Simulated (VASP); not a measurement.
# InPd (Pm-3m) in VASP: a series of runs

Aim: see how the results for InPd move with the level of theory and the settings. Levels: BLYP, PBE. Tasks: relaxation of cell and atoms, single point.

Everything below comes from runs of VASP 6.6.1. Logs are shortened: lines on timing, memory, paths and dates and some standing lists are left out, and cuts for length are marked.

### 1 The structure

The structure is cubic, space group Pm-3m (No. 221). Conventional cell: a = 3.272 Å, b = 3.272 Å, c = 3.272 Å, α = 90.00°, β = 90.00°, γ = 90.00°. In (site symmetry m-3m) has 8 Pd at 2.83 Å as nearest neighbours. Pd (site symmetry m-3m) is surrounded by 8 In at 2.83 Å.

The cell comes from a database or a generator and needn't be the stable form of this composition.

### 2 Relaxation of cell and atoms, BLYP

File INCAR:

```
SYSTEM = InPd
PREC = Accurate
ENCUT = 600
EDIFF = 1E-7
ISMEAR = -1
SIGMA = 0.05
LREAL = .FALSE.
LASPH = .TRUE.
NELM = 80
ALGO = Normal
ISIF = 3
LWAVE = .FALSE.
LCHARG = .FALSE.
GGA = B5
ALDAX = 1.0
AGGAX = 1.0
AGGAC = 1.0
ALDAC = 0.0
IBRION = 2
NSW = 60
EDIFFG = -0.02
```

File KPOINTS:

```
Automatic mesh
0
G
  8 8 8
  0 0 0
```

File POSCAR:

```
InPd
1.0
    3.2718847800      0.0000000000      0.0000000000
    0.0000000000      3.2718847800      0.0000000000
    0.0000000000      0.0000000000      3.2718847800
In Pd
1 1
Direct
    0.0000000000      0.0000000000      0.0000000000
    0.5000000000      0.5000000000      0.5000000000
```

Potentials or basis: VASP PAW PBE potentials, release 64 (In_d, Pd).

On the command line:

```bash
$ cat potpaw_PBE.64/In_d/POTCAR potpaw_PBE.64/Pd/POTCAR > POTCAR
$ mpirun -np 1 vasp_std > vasp.out
```

OUTCAR:

```text
SYSTEM = InPd
   PREC = Accurate
   ENCUT = 600
   EDIFF = 1E-7
   ISMEAR = -1
   LREAL = .FALSE.
   LASPH = .TRUE.
   NELM = 80
   ISIF = 3
   GGA = B5
   IBRION = 2
   NSW = 60
   EDIFFG = -0.02

 ion  position               nearest neighbor table
   1  0.000  0.000  0.000-   2 2.83   2 2.83   2 2.83   2 2.83   2 2.83   2 2.83   2 2.83   2 2.83

   2  0.500  0.500  0.500-   1 2.83   1 2.83   1 2.83   1 2.83   1 2.83   1 2.83   1 2.83   1 2.83

  LATTYP: Found a simple cubic cell.
 ALAT       =     3.2718847800

  Lattice vectors:

 A1 = (   3.2718847800,   0.0000000000,   0.0000000000)
 A2 = (   0.0000000000,   3.2718847800,   0.0000000000)
 A3 = (   0.0000000000,   0.0000000000,   3.2718847800)

Analysis of symmetry for initial positions (statically):
=====================================================================
 Subroutine PRICEL returns:
 Original cell was already a primitive cell.

 Routine SETGRP: Setting up the symmetry group for a
 simple cubic supercell.

 Subroutine GETGRP returns: Found 48 space group operations
 (whereof 48 operations were pure point group operations)
 out of a pool of 48 trial point group operations.

The static configuration has the point symmetry O_h .

Analysis of symmetry for dynamics (positions and initial velocities):
=====================================================================
 Subroutine PRICEL returns:
 Original cell was already a primitive cell.

 Routine SETGRP: Setting up the symmetry group for a
 simple cubic supercell.

 Subroutine GETGRP returns: Found 48 space group operations
 (whereof 48 operations were pure point group operations)
 out of a pool of 48 trial point group operations.

The dynamic configuration has the point symmetry O_h .

 Subroutine INISYM returns: Found 48 space group operations
 (whereof 48 operations are pure point group operations),
 and found     1 'primitive' translations

----------------------------------------------------------------------------------------

                                     Primitive cell

  volume of cell :      35.0263

  direct lattice vectors                    reciprocal lattice vectors
     3.271884780  0.000000000  0.000000000     0.305634234  0.000000000  0.000000000
     0.000000000  3.271884780  0.000000000     0.000000000  0.305634234  0.000000000
     0.000000000  0.000000000  3.271884780     0.000000000  0.000000000  0.305634234

  length of vectors
     3.271884780  3.271884780  3.271884780     0.305634234  0.305634234  0.305634234

  position of ions in fractional coordinates (direct lattice)
     0.000000000  0.000000000  0.000000000
[... 75 lines left out ...]
   LASPH  =      T    aspherical Exc in radial PAW
   ENCUT  =  600.0 eV  44.10 Ry    6.64 a.u.   6.53  6.53  6.53*2*pi/ulx,y,z
   NELM   =     80;   NELMIN=  2; NELMDL= -5     # of ELM steps
   EDIFF  = 0.1E-06   stopping-criterion for ELM
   LREAL  =      F    real-space projection
   EDIFFG = -.2E-01   stopping-criterion for IOM
   NSW    =     60    number of steps for IOM
   IBRION =      2    ionic relax: 0-MD 1-quasi-New 2-CG
   NFREE  =      1    steps in history (QN), initial steepest desc. (CG)
   ISIF   =      3    stress and relaxation
   ISYM   =      2    0-nonsym 1-usesym 2-fastsym
   POTIM  = 0.5000    time-step for ionic-motion
   TEBEG  =    0.0;   TEEND  =   0.0 temperature during run
   PSTRESS=    0.0 pullay stress
   NELECT =      23.0000    total number of electrons
   NUPDOWN=      -1.0000    fix difference up-down
   EMIN   =  10.00;   EMAX   =-10.00  energy-range for DOS
   EFERMI =   0.00;   METHOD = LEGACY
   ISMEAR =    -1;   SIGMA  =   0.05  broadening in eV -4-tet -1-fermi 0-gaus
   EFERMI_NEDOS =   21; number of points for ismear=-14 and -15
   IALGO  =     38    algorithm
   IMIX   =      4    mixing-type and parameters
     AMIX     =   0.40;   BMIX     =  1.00
     AMIX_MAG =   1.60;   BMIX_MAG =  1.00
  volume/ion in A,a.u.               =      17.51       118.18
  Fermi-wavevector in a.u.,A,eV,Ry     =   1.422938  2.688964 27.548447  2.024754
  Thomas-Fermi vector in A             =   2.543589
   LORBIT       =      0    0 simple, 1 ext, 2 COOP (PROOUT), +10 PAW based schemes
   GGA     = B5    functional components
   LHFCALC =     F    Hartree Fock is set to
   AEXX    =    0.0000 exact exchange contribution
   IVDW    =     0    specifies the selected vdW correction
   LEPSILON=     F    determine dielectric tensor
   LRPA    =     F    only Hartree local field effects (RPA)
 conjugate gradient relaxation of ions
 non-spin polarized calculation
  energy-cutoff  :      600.00
  volume of cell :       35.03
 maximum number of plane-waves:      1189
 NGX is ok and might be reduce to    28
   NGX = 13   NGY = 13   NGZ = 13

--------------------------------------- Ionic step        1  -------------------------------------------

 number of electron      23.0000010 magnetization

 Free energy of the ion-electron system (eV)
  ---------------------------------------------------
  ext. energy  EPLUGINS =         0.00000000
  ---------------------------------------------------
  free energy    TOTEN  =        -6.85632530 eV

  energy without entropy =       -6.84600444  energy(sigma->0) =       -6.85116487

 E-fermi :  10.9650     XC(G=0): -11.6254

 val. band max:       10.9047012755   @ k =   0.3750   0.2500   0.1250
 cond. band min:      10.9778060116   @ k =   0.3750   0.3750   0.1250
 fundamental gap:      0.0731047361
 Fermi energy:        10.9650134785

 k-point     1 :       0.0000    0.0000    0.0000
  band No.  band energies     occupation
      1      -4.0769      2.00000
      2      -4.0769      2.00000
      3      -3.6772      2.00000
      4      -3.6772      2.00000
      5      -3.6772      2.00000
      6       1.0061      2.00000
      7       7.2114      2.00000
      8       7.2114      2.00000
      9       8.7190      2.00000
     10       8.7190      2.00000
     11       8.7190      2.00000
     12      15.2442      0.00000
     13      15.2442      0.00000
     14      15.2442      0.00000
[... 486 lines left out ...]
--------------------------------------- Ionic step        3  -------------------------------------------

 number of electron      22.9999995 magnetization

 Free energy of the ion-electron system (eV)
  ---------------------------------------------------
  ext. energy  EPLUGINS =         0.00000000
  ---------------------------------------------------
  free energy    TOTEN  =        -6.99061593 eV

  energy without entropy =       -6.98018380  energy(sigma->0) =       -6.98539986

 E-fermi :   9.2880     XC(G=0): -11.0227

 val. band max:        9.2431850004   @ k =   0.3750   0.2500   0.1250
 cond. band min:       9.4155986592   @ k =   0.3750   0.3750   0.1250
 fundamental gap:      0.1724136588
 Fermi energy:         9.2879513499

 k-point     1 :       0.0000    0.0000    0.0000
  band No.  band energies     occupation
      1      -5.4047      2.00000
      2      -5.4047      2.00000
      3      -5.1147      2.00000
      4      -5.1147      2.00000
      5      -5.1147      2.00000
      6       0.2337      2.00000
      7       6.0702      2.00000
      8       6.0702      2.00000
      9       7.3209      2.00000
     10       7.3209      2.00000
     11       7.3209      2.00000
     12      13.4237      0.00000
     13      13.4237      0.00000
     14      13.4237      0.00000
[... 444 lines left out ...]
  FREE ENERGIE OF THE ION-ELECTRON SYSTEM (eV)
  ---------------------------------------------------
  free  energy   TOTEN  =        -6.9906159288 eV

  energy  without entropy=       -6.9801837999  energy(sigma->0) =       -6.98539986

 reached required accuracy - stopping structural energy minimisation
```

OSZICAR:

```text
N       E                     dE             d eps       ncg     rms          rms(c)
DAV:   1     0.176524812343E+03    0.17652E+03   -0.12642E+04  1057   0.222E+03
[... 30 lines left out ...]
DAV:   4    -0.699366381049E+01    0.24248E-01   -0.82060E-02  1554   0.465E+00    0.128E+00
DAV:   5    -0.699216126541E+01    0.15025E-02   -0.15745E-03  1127   0.396E-01    0.908E-01
DAV:   6    -0.699061023352E+01    0.15510E-02   -0.31149E-03  1164   0.458E-01    0.681E-02
DAV:   7    -0.699061114842E+01   -0.91490E-06   -0.92034E-05  1343   0.101E-01    0.330E-02
DAV:   8    -0.699061498536E+01   -0.38369E-05   -0.74803E-06  1186   0.281E-02    0.129E-02
DAV:   9    -0.699061586387E+01   -0.87851E-06   -0.83379E-07  1190   0.921E-03    0.307E-03
DAV:  10    -0.699061592885E+01   -0.64982E-07   -0.44654E-08   588   0.229E-03
   3 F= -.69906159E+01 E0= -.69853999E+01  d E =-.134291E+00
```

CONTCAR:

```text
InPd
   1.00000000000000
     3.3940146916640899    0.0000000000000000    0.0000000000000000
    -0.0000000000000000    3.3940146916640899   -0.0000000000000000
     0.0000000000000000   -0.0000000000000000    3.3940146916640899
  In              Pd
     1     1
Direct
     0.0000000000000000    0.0000000000000000    0.0000000000000000
     0.5000000000000000    0.5000000000000000    0.5000000000000000

  0.00000000E+00  0.00000000E+00  0.00000000E+00
  0.00000000E+00  0.00000000E+00  0.00000000E+00
```

It took 64 s on 1 thread of AMD EPYC 9R45 (Zen 5), shared host; peak memory 0.15 GiB.

Results:

* Free energy: -6.9906 eV
* Relaxed volume: 19.55 Å³/atom
* Relaxed cell: a = 3.394 Å, b = 3.394 Å, c = 3.394 Å, α = 90.00°, β = 90.00°, γ = 90.00°
* Space group after relaxing (to 0.05 Å): Pm-3m (No. 221)
* Energy gained by relaxing: 67.1 meV/atom
* Ionic steps: 3
* Pressure after relaxing: 0.1 GPa
* Band gap on the k mesh: none (metal or under the smearing width)

Step by step:
| step | energy change (eV) | largest force (eV/Å) | pressure (GPa) | volume (Å³) |
| --- | --- | --- | --- | --- |
| 1 | 0.0000 | 0.0000 | 11.84 | 35.03 |
| 2 | -0.0868 | 0.0000 | -4.88 | 42.00 |
| 3 | -0.1343 | 0.0000 | 0.05 | 39.10 |

Final structure:
```xyz
2
Lattice="3.3940 0.0000 0.0000 0.0000 3.3940 0.0000 0.0000 0.0000 3.3940" Properties=species:S:1:pos:R:3 pbc="T T T"
In    0.0000    0.0000    0.0000
Pd    1.6970    1.6970    1.6970
```

Levels at points of the mesh, in eV from the Fermi level:
```
           k point  band 7  band 8  band 9  band 10  band 11  band 12  band 13  band 14  band 15
(0.00, 0.00, 0.00)   -3.22   -3.22   -1.97    -1.97    -1.97     4.14     4.14     4.14     7.93
(0.50, 0.00, 0.00)   -5.10   -3.17   -2.76    -2.76    -2.01    -0.97     8.66     8.66     9.96
(0.50, 0.50, 0.00)   -2.96   -2.31   -2.31    -1.67    -1.67    -1.48     0.95     2.24     8.63
(0.50, 0.50, 0.50)   -4.10   -4.10   -1.45    -1.45    -0.67     3.97     3.97     3.97     4.14
```

Caveat: the PAW data sets were made with another functional, which shifts forces and pressure a little.

### 3 Single point, PBE

File INCAR:

```
PREC = Accurate
ENCUT = 520
EDIFF = 1E-6
ISMEAR = 0
SIGMA = 0.027000000000000003
LREAL = False
LASPH = True
NELM = 100
ALGO = Fast
ISIF = 2
LWAVE = False
LCHARG = False
GGA = PE
```

File KPOINTS:

```
regular mesh
0
Gamma
  8 8 8
```

POSCAR is that of step 2.

Potentials or basis: VASP PAW PBE potentials, release 64 (In_d, Pd).

On the command line:

```bash
$ cat potpaw_PBE.64/In_d/POTCAR potpaw_PBE.64/Pd/POTCAR > POTCAR
$ mpirun -np 1 vasp_std > vasp.out
```

Wall time 7.3 s (1 thread of Intel Xeon 6975P-C (Granite Rapids), shared host); peak memory 0.14 GiB.

The run converged. Its results:

| Property | Result |
| --- | --- |
| Free energy | -8.7309 eV |
| Pressure | 3.7 GPa |
| Band gap on the k mesh | none (metal or under the smearing width) |

Levels at points of the mesh, in eV from the Fermi level:
```
           k point  band 9  band 10  band 11  band 12  band 13  band 14
(0.00, 0.00, 0.00)   -2.16    -2.16    -2.16     4.33     4.33     4.33
(0.50, 0.00, 0.00)   -3.14    -3.14    -2.23    -1.00     9.67     9.67
(0.50, 0.50, 0.00)   -2.57    -2.21    -2.21    -1.58     1.57     2.59
(0.50, 0.50, 0.50)   -1.54    -1.54     0.03     3.90     3.90     3.90
```

### 4 For comparison

An earlier run on the cell as given: functional PBE; potentials or basis VASP PAW PBE potentials, release 64 (In_d, Pd); cutoff 520 eV; k mesh 8 × 8 × 8; occupations fermi-dirac, width 0.05 eV; no spin polarisation.

* Pressure: 3.7 GPa
* Band gap on the k mesh: none (metal or under the smearing width)

### 5 Summary

| task | level | cell | cutoff (eV) | smearing | gap on the mesh (eV) | pressure (GPa) |
| --- | --- | --- | --- | --- | --- | --- |
| relaxation of cell and atoms | BLYP | relaxed | 600 | fermi-dirac 0.05 eV | none | 0.1 |
| single point | PBE | as given | 520 | gaussian 0.027 eV | none | 3.7 |
| single point | PBE | as given | 520 | fermi-dirac 0.05 eV | none | 3.7 |

Alike in all rows: potentials or basis VASP PAW PBE potentials, release 64 (In_d, Pd); no spin polarisation; k mesh 8 × 8 × 8.

Caveats: the PAW data sets were made with another functional, which shifts forces and pressure a little (some runs).

Total energies depend on the potentials used, so only differences within one code and one set of settings carry meaning.
